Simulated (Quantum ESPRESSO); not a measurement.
# WC (Fm-3m) in Quantum ESPRESSO: a series of runs

Runs on WC. Level: PBEsol. Tasks: single point.

Everything below comes from runs of Quantum ESPRESSO 7.5. Logs are shortened: lines on timing, memory, paths and dates and some standing lists are left out, and cuts for length are marked.

**1. Starting point**

Symmetry: Fm-3m, No. 225, cubic system. The conventional cell has a = 4.385 Å, b = 4.385 Å, c = 4.385 Å, α = 90.00°, β = 90.00°, γ = 90.00°. Around W (site symmetry m-3m) lie 6 C at 2.19 Å. C (site symmetry m-3m) is surrounded by 6 W at 2.19 Å.

Measurements of this composition are mostly on another form, of space group No. 187.

**2. Single point, PBEsol**

Contents of scf.in:

```
&CONTROL
  calculation = 'scf'
  prefix = 'pwscf'
  outdir = './tmp'
  pseudo_dir = './pseudo'
/
&SYSTEM
  ibrav = 0
  nat = 2
  ntyp = 2
  ecutwfc = 82
  nbnd = 15
  occupations = 'smearing'
  smearing = 'fd'
  degauss = 0.00367493
  force_symmorphic = .true.
/
&ELECTRONS
  conv_thr = 4d-10
  electron_maxstep = 120
  mixing_beta = 0.5
/
ATOMIC_SPECIES
W    183.8400 W.upf
C     12.0110 C.upf
CELL_PARAMETERS angstrom
   0.0000000000    2.1926840000    2.1926840000
   2.1926840000    0.0000000000    2.1926840000
   2.1926840000    2.1926840000    0.0000000000
ATOMIC_POSITIONS crystal
W      0.0000000000    0.0000000000    0.0000000000
C      0.5000000000    0.5000000000    0.5000000000
K_POINTS automatic
10 10 10 0 0 0
```

Contents of nscf.in:

```
&CONTROL
  calculation = 'nscf'
  prefix = 'pwscf'
  outdir = './tmp'
  pseudo_dir = './pseudo'
/
&SYSTEM
  ibrav = 0
  nat = 2
  ntyp = 2
  ecutwfc = 82
  nbnd = 159
  occupations = 'smearing'
  smearing = 'fd'
  degauss = 0.00367493
  force_symmorphic = .true.
/
&ELECTRONS
  conv_thr = 1d-08
  diago_full_acc = .true.
  diago_thr_init = 1d-06
/
ATOMIC_SPECIES
W    183.8400 W.upf
C     12.0110 C.upf
CELL_PARAMETERS angstrom
   0.0000000000    2.1926840000    2.1926840000
   2.1926840000    0.0000000000    2.1926840000
   2.1926840000    2.1926840000    0.0000000000
ATOMIC_POSITIONS crystal
W      0.0000000000    0.0000000000    0.0000000000
C      0.5000000000    0.5000000000    0.5000000000
K_POINTS automatic
4 4 4 0 0 0
```

Potentials or basis: PseudoDojo 0.4.1 SR PBEsol standard.

Launch:

```
$ OMP_NUM_THREADS=1 pw.x -in scf.in > scf.out
$ OMP_NUM_THREADS=1 pw.x -in nscf.in > nscf.out
```

scf.out:

```text
This program is part of the open-source Quantum ESPRESSO suite
     for quantum simulation of materials; please cite
         "P. Giannozzi et al., J. Phys.:Condens. Matter 21 395502 (2009);
         "P. Giannozzi et al., J. Phys.:Condens. Matter 29 465901 (2017);
         "P. Giannozzi et al., J. Chem. Phys. 152 154105 (2020);
     in publications or presentations arising from this work. More details at

     Message from routine setup:
     using ibrav=0 with symmetry is DISCOURAGED, use correct ibrav instead

     G-vector sticks info
     --------------------
     sticks:   dense  smooth     PW     G-vecs:    dense   smooth      PW
     Sum         769     769    241                14211    14211    2421

     Using Slab Decomposition

     bravais-lattice index     =            0
     lattice parameter (alat)  =       5.8599  a.u.
     unit-cell volume          =     142.2836 (a.u.)^3
     number of atoms/cell      =            2
     number of atomic types    =            2
     number of electrons       =        18.00
     number of Kohn-Sham states=           15
     kinetic-energy cutoff     =      82.0000  Ry
     charge density cutoff     =     328.0000  Ry
     scf convergence threshold =      4.0E-10
     mixing beta               =       0.5000
     number of iterations used =            8  plain     mixing
     Exchange-correlation= PBESOL
                           (   1   4  10   8   0   0   0)

     celldm(1)=   5.859896  celldm(2)=   0.000000  celldm(3)=   0.000000
     celldm(4)=   0.000000  celldm(5)=   0.000000  celldm(6)=   0.000000

     crystal axes: (cart. coord. in units of alat)
               a(1) = (   0.000000   0.707107   0.707107 )
               a(2) = (   0.707107   0.000000   0.707107 )
               a(3) = (   0.707107   0.707107   0.000000 )

     reciprocal axes: (cart. coord. in units 2 pi/alat)
               b(1) = ( -0.707107  0.707107  0.707107 )
               b(2) = (  0.707107 -0.707107  0.707107 )
               b(3) = (  0.707107  0.707107 -0.707107 )

     PseudoPot. # 1 for W  read from file:
     W.upf
     Pseudo is Norm-conserving + core correction, Zval = 14.0
     Generated using ONCVPSP code by D. R. Hamann
     Using radial grid of 1396 points,  8 beta functions with:
                l(1) =   0
                l(2) =   0
                l(3) =   1
                l(4) =   1
                l(5) =   2
                l(6) =   2
                l(7) =   3
                l(8) =   3

     PseudoPot. # 2 for C  read from file:
     C.upf
     Pseudo is Norm-conserving + core correction, Zval =  4.0
     Generated using ONCVPSP code by D. R. Hamann
     Using radial grid of 1248 points,  4 beta functions with:
                l(1) =   0
                l(2) =   0
                l(3) =   1
                l(4) =   1

     atomic species   valence    mass     pseudopotential
     W                14.00   183.84000     W ( 1.00)
     C                 4.00    12.01100     C ( 1.00)

     48 Sym. Ops., with inversion, found

   Cartesian axes

     site n.     atom                  positions (alat units)
         1        W      tau(   1) = (   0.0000000   0.0000000   0.0000000  )
         2        C      tau(   2) = (   0.7071068   0.7071068   0.7071068  )

     number of k points=    47  Fermi-Dirac smearing, width (Ry)=  0.0037
                       cart. coord. in units 2pi/alat
        k(    1) = (   0.0000000   0.0000000   0.0000000), wk =   0.0020000
        k(    2) = (   0.0707107   0.0707107  -0.0707107), wk =   0.0160000
        k(    3) = (   0.1414214   0.1414214  -0.1414214), wk =   0.0160000
        k(    4) = (   0.2121320   0.2121320  -0.2121320), wk =   0.0160000
        k(    5) = (   0.2828427   0.2828427  -0.2828427), wk =   0.0160000
        k(    6) = (  -0.3535534  -0.3535534   0.3535534), wk =   0.0080000
[... 39 lines left out ...]
        k(   46) = (  -0.0707107  -0.3535534   0.6363961), wk =   0.0480000
        k(   47) = (  -0.7071068   0.2828427   0.0000000), wk =   0.0240000

     Dense  grid:    14211 G-vectors     FFT dimensions: (  36,  36,  36)

     Initial potential from superposition of free atoms

     starting charge      17.9995, renormalised to      18.0000
     Starting wfcs are   14 randomized atomic wfcs +    1 random wfcs

     Self-consistent Calculation

     iteration #  1     ecut=    82.00 Ry     beta= 0.50
     Davidson diagonalization with overlap
     ethr =  1.00E-02,  avg # of iterations =  4.7

     total energy              =    -163.43341981 Ry
     estimated scf accuracy    <       0.52055790 Ry

     iteration #  2     ecut=    82.00 Ry     beta= 0.50
     Davidson diagonalization with overlap
     ethr =  2.89E-03,  avg # of iterations =  2.0

     total energy              =    -163.59058995 Ry
     estimated scf accuracy    <       0.28963335 Ry

     iteration #  3     ecut=    82.00 Ry     beta= 0.50
     Davidson diagonalization with overlap
     ethr =  1.61E-03,  avg # of iterations =  1.1

     total energy              =    -163.64081237 Ry
     estimated scf accuracy    <       0.00201837 Ry

     iteration #  4     ecut=    82.00 Ry     beta= 0.50
     Davidson diagonalization with overlap
     ethr =  1.12E-05,  avg # of iterations =  5.0

     total energy              =    -163.64165969 Ry
     estimated scf accuracy    <       0.00030781 Ry

     iteration #  5     ecut=    82.00 Ry     beta= 0.50
     Davidson diagonalization with overlap
     ethr =  1.71E-06,  avg # of iterations =  2.3

     total energy              =    -163.64169899 Ry
     estimated scf accuracy    <       0.00002741 Ry

     iteration #  6     ecut=    82.00 Ry     beta= 0.50
     Davidson diagonalization with overlap
     ethr =  1.52E-07,  avg # of iterations =  2.0

     total energy              =    -163.64170180 Ry
     estimated scf accuracy    <       0.00001328 Ry

     iteration #  7     ecut=    82.00 Ry     beta= 0.50
     Davidson diagonalization with overlap
     ethr =  7.38E-08,  avg # of iterations =  1.0

     total energy              =    -163.64169966 Ry
     estimated scf accuracy    <       0.00000531 Ry

     iteration #  8     ecut=    82.00 Ry     beta= 0.50
     Davidson diagonalization with overlap
     ethr =  2.95E-08,  avg # of iterations =  2.0

     total energy              =    -163.64170065 Ry
     estimated scf accuracy    <       0.00000020 Ry

     iteration #  9     ecut=    82.00 Ry     beta= 0.50
     Davidson diagonalization with overlap
     ethr =  1.09E-09,  avg # of iterations =  2.0

     total energy              =    -163.64170067 Ry
     estimated scf accuracy    <          5.7E-09 Ry

     iteration # 10     ecut=    82.00 Ry     beta= 0.50
     Davidson diagonalization with overlap
     ethr =  3.16E-11,  avg # of iterations =  3.3

     total energy              =    -163.64170067 Ry
     estimated scf accuracy    <          3.2E-09 Ry

     iteration # 11     ecut=    82.00 Ry     beta= 0.50
     Davidson diagonalization with overlap
     ethr =  1.78E-11,  avg # of iterations =  2.0

     End of self-consistent calculation

          k = 0.0000 0.0000 0.0000 (  1807 PWs)   bands (ev):

   -53.8131 -17.8028 -17.8028 -17.8028   5.7880  18.8225  18.8225  18.8225
    20.5489  20.5489  20.5489  20.6130  20.6130  28.0370  31.1952

          k = 0.0707 0.0707-0.0707 (  1798 PWs)   bands (ev):

   -53.8096 -17.8615 -17.8091 -17.8091   6.0682  17.9187  18.3756  18.3756
    19.4450  19.4450  20.8976  22.7105  22.7105  28.5550  31.8392

          k = 0.1414 0.1414-0.1414 (  1805 PWs)   bands (ev):

   -53.8004 -18.0125 -17.8255 -17.8255   6.8607  16.2582  16.9924  16.9924
    20.0331  20.0331  21.3498  25.0667  25.0667  29.6008  33.2571

          k = 0.2121 0.2121-0.2121 (  1796 PWs)   bands (ev):

   -53.7890 -18.1942 -17.8456 -17.8456   8.0361  14.5104  15.8976  15.8976
    21.0660  21.0660  21.9809  27.4236  27.4236  29.6596  34.0476

          k = 0.2828 0.2828-0.2828 (  1784 PWs)   bands (ev):

   -53.7797 -18.3375 -17.8619 -17.8619   9.4108  12.8659  15.2238  15.2238
    22.1293  22.1293  23.0078  27.8587  29.4264  29.4264  34.9524

          k =-0.3536-0.3536 0.3536 (  1772 PWs)   bands (ev):

   -53.7762 -18.3914 -17.8680 -17.8680  10.4384  11.7664  14.9969  14.9969
    22.6222  22.6222  23.8991  26.4876  30.3735  30.3735  33.3291

          k = 0.1414-0.0000 0.0000 (  1816 PWs)   bands (ev):

   -53.8084 -17.8573 -17.8229 -17.8229   6.1542  17.5628  18.4205  18.4390
    18.4390  20.7623  21.4048  21.4048  23.5295  28.8201  32.0585

          k = 0.2121 0.0707-0.0707 (  1803 PWs)   bands (ev):

   -53.8011 -17.9695 -17.8455 -17.8343   6.7514  16.1294  17.2426  17.7494
    18.9845  20.6746  21.9101  23.2687  25.2617  29.8759  33.2839

          k = 0.2828 0.1414-0.1414 (  1810 PWs)   bands (ev):

   -53.7904 -18.1360 -17.8680 -17.8541   7.7503  14.7361  16.0991  16.6459
    19.7939  21.4539  22.4057  25.4598  27.3555  30.5075  34.1030

          k = 0.3536 0.2121-0.2121 (  1788 PWs)   bands (ev):
[... 74 lines left out ...]
          k =-0.1414-0.5657 0.5657 (  1776 PWs)   bands (ev):

   -53.7681 -18.2731 -18.0469 -17.9630   8.6823  14.4982  15.6490  17.0326
    19.5109  23.2802  23.9041  25.4382  27.9270  30.4773  32.7073

          k =-0.0707-0.4950 0.4950 (  1782 PWs)   bands (ev):

   -53.7666 -18.2485 -18.1232 -17.9411   9.1477  13.9555  15.5576  16.2328
    20.5297  22.7477  23.9105  26.6853  27.5040  31.4859  32.9795

          k =-0.0000-0.4243 0.4243 (  1786 PWs)   bands (ev):

   -53.7697 -18.2241 -18.1266 -17.9051   9.4525  13.3246  15.5234  15.6832
    21.9240  21.9520  23.9794  25.4700  29.4352  31.1732  34.1342

          k = 0.5657-0.0000 0.0000 (  1756 PWs)   bands (ev):

   -53.7685 -18.2855 -17.9926 -17.9926   8.1087  15.1845  16.0147  18.8130
    18.8130  22.2276  24.0605  24.0605  28.0535  28.9763  33.6550

          k =-0.0707-0.6364 0.6364 (  1768 PWs)   bands (ev):

   -53.7650 -18.3077 -18.0308 -17.9988   8.2071  15.5840  15.7900  18.3179
    19.0535  23.2453  23.8991  23.9375  27.3814  29.2115  33.3426

          k = 0.0000-0.5657 0.5657 (  1764 PWs)   bands (ev):

   -53.7643 -18.2733 -18.1017 -17.9792   8.5751  15.0736  15.7485  17.2338
    19.4356  23.3044  24.0566  25.3634  26.6763  30.5825  33.1583

          k =-0.7071 0.0000 0.0000 (  1772 PWs)   bands (ev):

   -53.7638 -18.3324 -18.0124 -18.0124   8.0375  15.7978  15.9902  19.1026
    19.1026  22.4320  23.8558  23.8558  26.9943  28.8369  33.3654

          k = 0.2828 0.1414 0.0000 (  1790 PWs)   bands (ev):

   -53.7930 -18.0630 -17.8997 -17.8448   7.4195  15.0654  16.7032  16.9529
    19.2685  21.5292  22.8192  23.5966  26.8513  30.8487  34.3436

          k = 0.3536 0.2121-0.0707 (  1787 PWs)   bands (ev):

   -53.7831 -18.1893 -17.9456 -17.8652   8.3694  14.0482  15.8532  16.2360
    20.0267  22.3655  23.2549  25.0709  28.4676  30.9247  34.1147

          k =-0.2828-0.4243 0.5657 (  1782 PWs)   bands (ev):

   -53.7750 -18.2947 -17.9693 -17.8897   9.3432  13.0992  15.3866  15.7199
    21.0078  22.7436  23.5388  26.8928  28.6336  30.6434  33.6776

          k =-0.2121-0.3536 0.4950 (  1780 PWs)   bands (ev):

   -53.7719 -18.3351 -17.9755 -17.9013   9.8373  12.6211  15.3360  15.4539
    21.9723  22.2884  23.5981  27.9222  28.8442  29.7932  33.7089

          k = 0.4243 0.1414-0.0000 (  1779 PWs)   bands (ev):

   -53.7793 -18.1876 -17.9678 -17.9167   8.2613  14.1847  16.1569  17.0712
    19.2410  22.5529  23.8842  24.2625  27.8145  32.2428  33.0302

          k =-0.2121-0.4950 0.6364 (  1784 PWs)   bands (ev):

   -53.7719 -18.2518 -18.0218 -17.9388   8.8211  14.0074  15.6613  16.4299
    20.0511  23.1409  23.8419  25.1941  28.4430  31.5401  32.4194

          k =-0.1414-0.4243 0.5657 (  1791 PWs)   bands (ev):

   -53.7681 -18.2742 -18.0674 -17.9437   9.2656  13.6868  15.4983  15.9970
    20.9756  22.5965  23.7452  26.9695  27.6416  31.2929  33.1067

          k =-0.0707-0.3536 0.4950 (  1780 PWs)   bands (ev):

   -53.7693 -18.2551 -18.0858 -17.9230   9.3949  13.4380  15.5045  15.7540
    21.6797  22.1561  23.7509  26.0680  28.7050  31.3168  33.7312

          k = 0.0000-0.2828 0.4243 (  1785 PWs)   bands (ev):

   -53.7750 -18.2253 -18.0392 -17.8907   9.0371  13.5713  15.6794  15.7399
    20.7708  23.0363  23.8046  24.7722  29.1505  31.2164  33.7303

          k =-0.1414-0.5657 0.7071 (  1775 PWs)   bands (ev):

   -53.7681 -18.2729 -18.0227 -17.9860   8.3986  14.9726  15.7784  17.3736
    19.5340  23.2854  24.0461  24.0530  28.0734  29.8860  33.2374

          k =-0.0707-0.4950 0.6364 (  1781 PWs)   bands (ev):

   -53.7650 -18.2620 -18.0894 -17.9903   8.6923  15.0111  15.6296  16.5833
    20.1901  23.2049  23.9031  25.0778  27.0837  31.1406  33.1978

          k = 0.0000-0.4243 0.5657 (  1781 PWs)   bands (ev):

   -53.7654 -18.1967 -18.1754 -17.9635   9.0855  14.2785  15.5605  16.1107
    20.9395  22.5010  24.0558  25.9323  27.1344  32.5853  33.4145

          k =-0.7071 0.1414 0.0000 (  1786 PWs)   bands (ev):

   -53.7638 -18.3024 -18.0436 -18.0146   8.3095  15.6381  15.8554  17.4008
    19.7678  23.6637  23.7690  23.8590  26.9118  29.8725  33.2960

          k =-0.1414-0.4243 0.7071 (  1799 PWs)   bands (ev):

   -53.7669 -18.2355 -18.1010 -17.9714   9.0032  14.3488  15.5332  16.0416
    21.0532  22.6793  24.0250  25.0230  27.8198  32.1781  33.1925

          k =-0.0707-0.3536 0.6364 (  1778 PWs)   bands (ev):

   -53.7650 -18.2093 -18.1455 -17.9897   9.0696  14.5049  15.5185  15.9022
    21.8043  21.9792  23.8800  25.7796  26.7802  33.2411  33.4042

          k =-0.7071 0.2828 0.0000 (  1770 PWs)   bands (ev):

   -53.7638 -18.2233 -18.1245 -18.0180   8.8455  15.4933  15.5526  15.6022
    21.2616  22.7921  23.8643  24.8671  26.5825  32.5963  33.7192

     the Fermi energy is    21.6299 ev

!    total energy              =    -163.64170067 Ry
     estimated scf accuracy    <          4.6E-11 Ry
     smearing contrib. (-TS)   =      -0.00047207 Ry
     internal energy E=F+TS    =    -163.64122861 Ry

     The total energy is F=E-TS. E is the sum of the following terms:
     one-electron contribution =     -11.56596509 Ry
     hartree contribution      =      17.15312018 Ry
     xc contribution           =     -37.21175891 Ry
     ewald contribution        =    -132.01662479 Ry

     convergence has been achieved in  11 iterations

=------------------------------------------------------------------------------=
   JOB DONE.
=------------------------------------------------------------------------------=
```

Run time: 43 s. Hardware: 1 thread of Arm Neoverse V2, shared host; peak memory 0.06 GiB.

What came out:

```
Band gap on the k mesh, mean-field level : none (metal or under the smearing width)
```

Levels at points of the mesh, in eV from the Fermi level:
| k point | band 6 | band 7 | band 8 | band 9 | band 10 | band 11 | band 12 | band 13 |
| --- | --- | --- | --- | --- | --- | --- | --- | --- |
| (0.00, 0.00, 0.00) | -2.38 | -2.38 | -2.38 | -0.66 | -0.66 | -0.66 | -0.59 | -0.59 |
| (0.00, 0.00, -0.50) | -9.44 | -6.21 | -6.21 | 1.42 | 1.42 | 2.69 | 5.28 | 9.17 |
| (0.00, -0.50, -0.50) | -5.41 | -5.21 | -2.10 | -2.10 | 1.23 | 2.65 | 2.65 | 5.79 |

Caveat: the k mesh is coarse (spacing up to 0.62 Å⁻¹), so the values aren't converged.

(Part 1 of 3 ends here.)
